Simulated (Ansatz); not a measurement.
Runs of Ansatz 0.2.0 on Al. Symmetry: Fm-3m, No. 225, cubic system. Conventional cell: a = 4.050 Å, b = 4.050 Å, c = 4.050 Å, α = 90.00°, β = 90.00°, γ = 90.00°. Al (site symmetry m-3m) is surrounded by 12 Al at 2.86 Å. 

```tsv
task	level	cell	k mesh	smearing	q mesh	points for each segment of the path	atoms under strain	mesh quality	gap on the mesh (eV)	pressure (GPa)	relaxed volume (Å³/atom)
relaxation of cell and atoms	BLYP+D4	relaxed	11 × 11 × 11	fermi-dirac 0.05 eV	-	-	-	not flagged	none	0.0	(a)
phonons	LDA	as given	8 × 8 × 8	fermi-dirac 0.05 eV	4 × 4 × 4	8	-	not flagged	none	-	-
phonons	PBE	as given	8 × 8 × 8	fermi-dirac 0.05 eV	4 × 4 × 4	8	-	not flagged	none	-	-
elastic constants	PBE	as given	8 × 8 × 8	fermi-dirac 0.05 eV	-	-	clamped	not flagged	none	-0.4	-
single point	PBE	as given	11 × 11 × 11	gaussian 0.028 eV	-	-	-	not flagged	none	-0.5	-
single point	HSE03+D3(BJ)	as given	6 × 6 × 6	methfessel-paxton 0.2 eV	-	-	-	coarse	none	-5.1	-
relaxation of cell and atoms	HSE03	relaxed	6 × 6 × 6	fermi-dirac 0.05 eV	-	-	-	coarse	none	0.0	16.43
relaxation of cell and atoms	HF	relaxed	6 × 6 × 6	fermi-dirac 0.05 eV	-	-	-	coarse	none	0.0	(b)
```

Alike in all rows: potentials or basis Ansatz PAW; no spin polarisation; cutoff (eV) 420.

Q: Estimate the missing entries.

A: (a) 15.85; (b) 17.62.

Caveats: some runs use coarse meshes; the PAW data sets come from PBE, with cores solved anew for the run's functional, which leaves a small shift of forces and pressure (some runs); the plane-wave basis is chosen anew once the cell has moved, so the energies of steps on either side of that aren't comparable (some runs); pairwise dispersion overbinds metals, which lowers pressure and volume (some runs); the elastic tensor has a negative eigenvalue, so either the cell is unstable as it stands or the mesh is too thin (some runs); the dispersion damping was fitted for another functional or another form of the correction (some runs); the thresholds are loose for stress (some runs).

A gap of «none» marks a metal or a gap under the smearing width.
